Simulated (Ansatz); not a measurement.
V2O5: what each run costs

Cell: 14 atoms, space group P2_1/m, a = 6.285 Å, b = 3.572 Å, c = 7.114 Å, α = 90.00°, β = 90.07°, γ = 90.00°.

All runs are DFT with Ansatz 0.2.0 on 1 thread of Intel Xeon Platinum 8259CL CPU @ 2.50GHz (Skylake/Cascade Lake) (x86_64; 16 cores open to the job, memory cap 3.0 GiB, no GPU), a shared host.

Task: Rank the runs by wall time, shortest first.
A. single point at relaxed positions, r2SCAN, gradients read without the response of the cores, 500 eV, 4×6×3 k-points, smearing 0.02 eV
B. relaxation of the ions, PBE, gradients read without the response of the cores, 420 eV, 4×6×3 k-points, smearing 0.02 eV
C. single point, PBE, gradients read without the response of the cores, 420 eV, 4×6×3 k-points, smearing 0.02 eV

Result: C (26 s, 0.58 GiB), A (50 s, 0.89 GiB), B (2.1 min, 0.62 GiB).
